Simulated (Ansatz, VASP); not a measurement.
Two plane-wave programs on HfO2

```
CELL_PARAMETERS angstrom
5.55640 0.00000 0.00000
0.00000 3.33360 0.00000
0.00000 0.00000 6.50500
ATOMIC_POSITIONS crystal
Hf 0.74868 0.75000 0.60787
Hf 0.25132 0.25000 0.39213
Hf 0.24868 0.75000 0.89213
Hf 0.75132 0.25000 0.10787
O 0.63950 0.25000 0.42340
O 0.36050 0.75000 0.57660
O 0.13950 0.25000 0.07660
O 0.86050 0.75000 0.92340
O 0.52079 0.25000 0.84145
O 0.47921 0.75000 0.15855
O 0.02079 0.25000 0.65855
O 0.97921 0.75000 0.34145
```

Measurements of this composition are mostly on another form, of space group No. 14.

Alike in both runs: task relaxation of cell and atoms; functional PBE; k mesh 4 × 6 × 3; occupations fermi-dirac, width 0.05 eV; no spin polarisation; Hubbard terms Hf d U = 4 eV.

|  | VASP | Ansatz |
| --- | --- | --- |
| version | VASP 6.6.1 | Ansatz 0.2.0 |
| potentials or method | VASP PAW PBE potentials, release 64 (Hf_pv, O) | Ansatz PAW |
| plane-wave cutoff (eV) | 600 | 420 |
| valence electrons in the cell | 88 | 152 |

Ansatz gave:

| Property | Result |
| --- | --- |
| gap on the k mesh at the Fermi level, each at its own relaxed structure (eV) | 4.12 |
| relaxed volume (Å³/atom) | 10.52 |
| relaxed cell length with the largest relative difference (Å) | 5.600 |
| energy change over the relaxation (meV/atom) | -13 |

Problem. Which values does VASP return?

Solution. gap on the k mesh at the Fermi level, each at its own relaxed structure (eV): 3.81; relaxed volume (Å³/atom): 10.50; relaxed cell length with the largest relative difference (Å): 5.638; energy change over the relaxation (meV/atom): -18.

The programs project onto different local orbitals, so the same U acts differently. The two sets of potentials don't hold the same shells in valence.

Caveats: spin-orbit coupling is left out, which moves the levels of the heavy elements; an odd mesh through Γ misses points on the zone boundary, where band edges often lie (VASP); odd divisions of the mesh miss points on the zone boundary, where band edges often lie, so the gap on the mesh can be too wide (Ansatz); the plane-wave basis is chosen anew once the cell has moved, so the energies of steps on either side of that aren't comparable (Ansatz); the pressure holds a Pulay correction of +0.9 GPa for the finite cutoff (Ansatz).
